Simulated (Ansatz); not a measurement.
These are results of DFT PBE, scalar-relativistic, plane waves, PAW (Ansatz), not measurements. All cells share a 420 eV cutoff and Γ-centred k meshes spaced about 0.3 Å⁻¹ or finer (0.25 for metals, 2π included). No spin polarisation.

Temperature and zero-point effects are left out.

Two relaxed structures of Li3H2:

1.

```yaml
crystal:
  lattice:
    - [-1.82401, 1.82401, 4.75158]
    - [1.82401, -1.82401, 4.75158]
    - [1.82401, 1.82401, -4.75158]
  atoms:
    - { symbol: Li, position: [0.25000, 0.75000, 0.50000] }
    - { symbol: Li, position: [0.75000, 0.25000, 0.50000] }
    - { symbol: Li, position: [0.50000, 0.50000, 0.00000] }
    - { symbol: H, position: [0.30537, 0.30537, 0.00000] }
    - { symbol: H, position: [0.69463, 0.69463, 0.00000] }
```

2.

```yaml
crystal:
  lattice:
    - [5.70102, -1.35198, 0.00000]
    - [5.70102, 1.35198, 0.00000]
    - [-4.60831, 0.00000, 7.55055]
  atoms:
    - { symbol: Li, position: [0.86530, 0.86530, 0.52946] }
    - { symbol: Li, position: [0.13470, 0.13470, 0.47054] }
    - { symbol: Li, position: [0.64287, 0.64287, 0.20166] }
    - { symbol: Li, position: [0.35713, 0.35713, 0.79834] }
    - { symbol: Li, position: [0.89595, 0.89595, 0.15463] }
    - { symbol: Li, position: [0.10405, 0.10405, 0.84537] }
    - { symbol: H, position: [0.51684, 0.51684, 0.29822] }
    - { symbol: H, position: [0.48316, 0.48316, 0.70178] }
    - { symbol: H, position: [0.24770, 0.24770, 0.36213] }
    - { symbol: H, position: [0.75230, 0.75230, 0.63787] }
```

Question: Which would you expect to be lower, and how large is the difference?

Answer: Cell 2 is lower, by 26 meV/atom. Cell 1 has space group I4/mmm (No. 139), 12.6 Å³/atom and no gap on its mesh; cell 2 has space group C2/m (No. 12), 11.6 Å³/atom and no gap. Counting H atoms around Li (those within 1.25 times the shortest such distance or 1.15 times the sum of covalent radii, 1.27 where that leaves under three; a slash parts the counts of unlike sites), cell 1 has Li 2/4 and cell 2 has Li 2/3/5. The denser one is the lower, and pressure would at first widen the difference. In cell 1, Li on a site of symmetry -4m2 has 4 H at 1.90 Å; Li on a site of symmetry 4/mmm has 2 H at 1.85 Å; around H lie 5 Li at 1.85–1.90 Å. In cell 2, Li on its first site has 5 H at 1.94–1.97 Å; Li on its second site is surrounded by 2 H at 1.87 Å and 1 H at 2.02 Å; around H on its first site lie 5 Li at 1.88–2.02 Å; 2 more sites not described. Both come from trial cells of a structure search, whose lowest cell (P-3m1, 10.2 Å³/atom) lies 43 meV/atom below the lower of the two.

The k mesh leaves some 4 meV/atom of noise in the energy of each metallic cell. With hydrogen, zero-point motion can shift such differences by 10 meV/atom or more. With atoms moved at random, cell 2 (by 43 meV/atom) fell into a lower structure. Cell 1 had no clear such test and can be a saddle point. Some types were kept out of the candidates beforehand, so the set may lack a known form.
